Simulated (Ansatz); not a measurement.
SiO₂, one structure, two calculations

Cell: a computed structure from the Materials Project (it need not be an observed phase), atoms as given.

Space group R-3m:H (No. 166); a = 13.5970, c = 14.8360 Å, γ = 120.00°.

| site | Wyckoff | site symmetry | x | y | z |
| --- | --- | --- | --- | --- | --- |
| Si | 36i | 1 | 0.8953 | 0.5621 | 0.4376 |
| O13 | 18f | .2 | 0.9293 | 0.5959 | 0.3333 |
| O19 | 18h | .m | 0.8018 | 0.9009 | 0.8789 |
| O25 | 18h | .m | 0.7867 | 0.2133 | 0.4637 |
| O31 | 18g | .2 | 0.0000 | 0.3526 | 0.5000 |

One atom of each set is listed; the run and its k-mesh use a cell of 36 atoms with edges of 9.28, 9.28, 9.28 Å.

First run. Computed with Ansatz: DFT, PBE, plane waves and PAW, scalar-relativistic, 420 eV cutoff, Γ-centred 3×3×3 k-points, Fermi–Dirac smearing 0.02 eV.

```json
{"site": "Si", "V_zz (10²¹ V/m²)": "-0.92", "η": "0.95"}
{"site": "O13", "V_zz (10²¹ V/m²)": "9.29", "η": "0.16"}
{"site": "O19", "V_zz (10²¹ V/m²)": "9.31", "η": "0.10"}
{"site": "O25", "V_zz (10²¹ V/m²)": "9.60", "η": "0.14"}
{"site": "O31", "V_zz (10²¹ V/m²)": "9.52", "η": "0.13"}
```

Second run. The same atoms and settings, except that the functional is r2SCAN and the cutoff is 500 eV.

(1) Given the first result, estimate the second.

## Answers

(1) 

```json
{"site": "Si", "V_zz": "-0.90", "η": "0.96", "change of V_zz": "+0.02"}
{"site": "O13", "V_zz": "9.16", "η": "0.16", "change of V_zz": "-0.13"}
{"site": "O19", "V_zz": "9.16", "η": "0.10", "change of V_zz": "-0.15"}
{"site": "O25", "V_zz": "9.49", "η": "0.15", "change of V_zz": "-0.11"}
{"site": "O31", "V_zz": "9.42", "η": "0.14", "change of V_zz": "-0.10"}
```

The largest change of V_zz is on O19, from 9.31 to 9.16. In per cent, |V_zz| changes by -2 on Si, -2 to -1 on O (all sites that start above 0.5).

For the first run: The largest force is 0.3 eV/Å, so the atoms aren't at the calculated equilibrium and relaxing them would move these values.
